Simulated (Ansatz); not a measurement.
**BeS (zincblende): gap against strain (epitaxial in the xy plane)**

BeS built on the zincblende prototype, relaxed with r2SCAN in the plane-wave code Ansatz, then strained (epitaxial in the xy plane; changes of length per length, axes as in the cell below) with the atoms relaxed again within the symmetry that is left. The symmetry is F-43m (No. 216, cubic); conventional cell a = 4.869 Å, 14.43 Å³ an atom. Be has 4 S at 2.11 Å; S has 4 Be at 2.11 Å. Calculated for a static, non-magnetic cell.

```
CELL_PARAMETERS angstrom
0.00000 2.43431 2.43431
2.43431 0.00000 2.43431
2.43431 2.43431 0.00000
ATOMIC_POSITIONS crystal
Be 0.00000 0.00000 0.00000
S 0.25000 0.25000 0.25000
```

Gaps are the least over each mesh (PBE 10×10×10, r2SCAN 10×10×10, HSE06 6×6×6 when unstrained) and the special points, which keep their unstrained names; stress is the change from the unstrained cell, compression positive.

| strain (%) | free normal strain (%) | gap, PBE (eV) | gap, r2SCAN (eV) | gap, HSE06 (eV) | edges, HSE06 | in-plane stress, r2SCAN (GPa) | energy rise, r2SCAN (meV/atom) |
| --- | --- | --- | --- | --- | --- | --- | --- |
| -3.16 | +2.38 | 2.787 | 3.232 | 3.725 | Γ → X | +6.38 | 17.3 |
| -3.0 | +2.26 | 2.805 | 3.251 | 3.744 | Γ → X | +6.02 | 15.6 |
| -2.04 | +1.54 | 2.916 | 3.364 | 3.858 | Γ → X | +3.96 | 7.0 |
| 0.0 | 0.00 | 3.135 | 3.589 | 4.085 | Γ → X | 0.00 | 0.0 |
| +4.0 | -3.24 | 2.704 | 3.139 | 3.638 | Γ → X | -6.20 | 23.6 |

**Question.** Estimate the row for a strain of +5.38 %.

**Answer.**

| strain (%) | free normal strain (%) | gap, PBE (eV) | gap, r2SCAN (eV) | gap, HSE06 (eV) | edges, HSE06 | in-plane stress, r2SCAN (GPa) | energy rise, r2SCAN (meV/atom) |
| --- | --- | --- | --- | --- | --- | --- | --- |
| +5.38 | -4.40 | 2.589 | 3.022 | 3.519 | Γ → X | -7.97 | 41.3 |

Between zero and the nearest strains the slope of the HSE06 gap against strain is +0.111 eV per percent for negative and -0.112 for positive strain; it falls either way, as happens when edge states split or other valleys take over.

The meshes of the hybrids are coarse, so their gaps aren't converged to the digits shown.
